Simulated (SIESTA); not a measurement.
A run of SIESTA 5.4.2:

The input run.py:

```python
from ase.io import read
from ase.calculators.siesta import Siesta
from ase.units import Ry, GPa
from ase.optimize import BFGS
from ase.filters import FrechetCellFilter

atoms = read("POSCAR")

fdf = {
    'SCFMustConverge': False,
    'OccupationFunction': 'FD',
    'ElectronicTemperature': '0.05 eV',
    'MaxSCFIterations': '120',
    'SCF.Mixer.Method': 'Pulay',
    'SCF.Mixer.Weight': '0.25',
    'SCF.Mixer.History': '8',
    'SCF.DM.Tolerance': '5.0e-05',
    'SCF.H.Tolerance': '1.0e-03 eV',
    'WriteForces': 'true',
    'Charge.Mulliken': 'end',
    'PAO.Basis': ['Ga.1 4', 'n=4 0 2', '  6.575 0.000', 'n=4 1 2', '  9.448 0.000', 'n=3 2 2', '  3.582 0.000', 'n=4 2 1', '  9.448'],
}
calc = Siesta(
    label="Ga",
    command="siesta < PREFIX.fdf > PREFIX.out",
    pseudo_path="pseudos",
    pseudo_qualifier="",
    xc=('GGA', 'PBE'),
    basis_set="DZP",
    mesh_cutoff=800 * Ry,
    energy_shift=0.003 * Ry,
    kpts=[10, 10, 10],
    spin="non-polarized",
    fdf_arguments=fdf,
)
atoms.calc = calc

opt = BFGS(FrechetCellFilter(atoms), trajectory="relax.traj")
converged = opt.run(fmax=0.02, steps=40)
print("converged:", converged)
print("cell (A):", atoms.cell.cellpar().round(5))
print("scaled positions:")
print(atoms.get_scaled_positions().round(6))
print(f"energy = {atoms.get_potential_energy():.6f} eV")
free = atoms.get_potential_energy(force_consistent=True)
print(f"free energy = {free:.6f} eV")
print("forces (eV/A):")
print(atoms.get_forces(apply_constraint=False).round(6))
print("stress (GPa, Voigt order, tension positive):", (atoms.get_stress() / GPa).round(4))
```

POSCAR

```
Ga
1.0
    2.7164800000      0.0000000000      0.0000000000
    0.0000000000      2.7164800000      0.0000000000
    0.0000000000      0.0000000000      2.7164800000
Ga
1
Direct
    0.0000000000      0.0000000000      0.0000000000
```

Potentials or basis: PseudoDojo 0.4 standard (PBE files), DZP (energy shift 0.003 Ry; two zetas on semicore shells).

Run with:

```bash
$ python run.py
```

Hardware: 1 thread of Intel(R) Xeon(R) Platinum 8375C CPU @ 2.90GHz (Ice Lake) (shared host).

**Question.** Estimate the wall time of this run.

**Answer.** It took 6.3 min on 1 thread of Intel(R) Xeon(R) Platinum 8375C CPU @ 2.90GHz (Ice Lake), with other jobs on the host, peak memory 0.35 GiB. Counts: scf iterations 4, k points 560, bands 23, ion steps 5.
